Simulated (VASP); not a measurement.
The system is BP.

```
CELL_PARAMETERS angstrom
0.00000 2.26055 2.26055
2.26055 0.00000 2.26055
2.26055 2.26055 0.00000
ATOMIC_POSITIONS crystal
B 0.00000 0.00000 0.00000
P 0.25000 0.25000 0.25000
```

Base run:

```yaml
Program: VASP 6.6.1
Functional: PBE-EpsX
Potentials_or_basis: VASP PAW PBE potentials, release 64 (B, P)
Cutoff: 520 eV
k_mesh: 6 × 6 × 6
Occupations: gaussian, width 0.03 eV
Spin: no spin polarisation
```

Its results: band gap on the k mesh 1.92 eV, indirect (least direct gap 4.10 eV); pressure 1.5 GPa.

Q: The run is repeated on the same cell with these changes: functional from PBE-EpsX to PBE0. What comes out?

A: Band gap on the k mesh 2.74 eV, indirect (least direct gap 5.04 eV); pressure -0.3 GPa.

Caveats: the PAW data sets were made with another functional, which shifts forces and pressure a little.
